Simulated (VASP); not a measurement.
Output of a VASP run:

File OSZICAR:
```
       N       E                     dE             d eps       ncg     rms          rms(c)
DAV:   1     0.101547506722E+03    0.10155E+03   -0.72958E+03   468   0.787E+02
DAV:   2    -0.111183334338E+02   -0.11267E+03   -0.11104E+03   616   0.158E+02
DAV:   3    -0.179035608407E+02   -0.67852E+01   -0.67064E+01   540   0.426E+01
DAV:   4    -0.180642405515E+02   -0.16068E+00   -0.16017E+00   768   0.702E+00
DAV:   5    -0.180651250894E+02   -0.88454E-03   -0.88401E-03   576   0.455E-01    0.104E+01
DAV:   6    -0.179669437695E+02    0.98181E-01   -0.26932E-01   548   0.228E+00    0.699E+00
DAV:   7    -0.179717952626E+02   -0.48515E-02   -0.20948E-01   582   0.226E+00    0.125E+00
DAV:   8    -0.179649466493E+02    0.68486E-02   -0.35674E-02   564   0.110E+00    0.653E-01
DAV:   9    -0.179647632337E+02    0.18342E-03   -0.52051E-03   596   0.323E-01    0.386E-01
DAV:  10    -0.179649109864E+02   -0.14775E-03   -0.47553E-04   522   0.123E-01    0.148E-01
DAV:  11    -0.179649077591E+02    0.32272E-05   -0.28537E-04   638   0.894E-02    0.207E-02
DAV:  12    -0.179649134899E+02   -0.57308E-05   -0.54019E-05   606   0.373E-02    0.240E-02
DAV:  13    -0.179649155896E+02   -0.20998E-05   -0.35075E-06   532   0.104E-02    0.170E-02
DAV:  14    -0.179649159195E+02   -0.32983E-06   -0.20053E-06   438   0.925E-03
   1 F= -.17964916E+02 E0= -.17964915E+02  d E =-.115047E-05
```

### OUTCAR
```
------------------------ aborting loop because EDIFF is reached ----------------------------------------
  FORCE on cell =-STRESS in cart. coord.  units (eV):
  Direction    XX          YY          ZZ          XY          YZ          ZX
  --------------------------------------------------------------------------------------
  Total        7.2404225      7.2404210      7.0026411      0.0000000     -0.0000000      0.0000000
  in kB       76.3856937     76.3856778     73.8771256      0.0000000     -0.0000000      0.0000000
  external PRESSURE =      75.5494990 kB  Pullay stress =       0.0000000 kB
  volume of cell :      151.87
      direct lattice vectors                 reciprocal lattice vectors
     2.072858000  1.196765000 10.203115000     0.241212857  0.139264322  0.032669761
    -2.072858000  1.196765000 10.203115000    -0.241212857  0.139264322  0.032669761
     0.000000000 -2.393530000 10.203115000     0.000000000 -0.278528645  0.032669761
 POSITION                                       TOTAL-FORCE (eV/Angst)
 -----------------------------------------------------------------------------------
      0.00000      0.00000     18.49417         0.000000     -0.000000      0.297933
      0.00000      0.00000     12.11518         0.000000      0.000000     -0.297933
      0.00000      0.00000     23.95313         0.000000     -0.000000      0.954447
      0.00000      0.00000      6.65622         0.000000     -0.000000     -0.954447
      0.00000      0.00000      0.00000         0.000000      0.000000     -0.000000
 -----------------------------------------------------------------------------------
    total drift:                               -0.000000     -0.000000      0.000000
  FREE ENERGIE OF THE ION-ELECTRON SYSTEM (eV)
  ---------------------------------------------------
  free  energy   TOTEN  =       -17.9649159195 eV

  energy  without entropy=      -17.9649147690  energy(sigma->0) =      -17.96491534
```
(Selected blocks of OUTCAR.)

### POSCAR
```
Sb2Te3
1
    2.0728580000     1.1967650000    10.2031150000
   -2.0728580000     1.1967650000    10.2031150000
    0.0000000000    -2.3935300000    10.2031150000
Sb Te
2 3
Direct
  0.6042000000   0.6042000000   0.6042000000
  0.3958000000   0.3958000000   0.3958000000
  0.7825430000   0.7825430000   0.7825430000
  0.2174570000   0.2174570000   0.2174570000
  0.0000000000   0.0000000000   0.0000000000
```

### Question
Write an INCAR and KPOINTS that could have produced this output.

### Answer
Several could match; the one computed here: the input of the run itself, PBE GGA, plane waves, VASP's PBE PAW potentials (set 64).

INCAR:
```
SYSTEM = Sb2Te3
PREC = Accurate; ENCUT = 300; LREAL = .False.
LASPH = .True.
EDIFF = 1E-6; NELM = 100; ALGO = Normal
LMAXMIX = 4
ISMEAR = 0; SIGMA = 0.05
GGA = PE
ISIF = 2
LWAVE = .False.; LCHARG = .False.
```

KPOINTS:
```
Automatic mesh
0
Gamma
4 4 4
0 0 0
```

POTCAR, in this order: Sb Te (PBE.64 set). Program: vasp_std.

The structure comes from a computed database's Sb2Te3 entry; how it stands against other phases isn't given here. The cell was not relaxed at this level, and its volume differs by -5.9 % from the start's. The k-mesh is coarse (spacing up to 0.44 per Å, 2π included), so the numbers may not be converged in it.
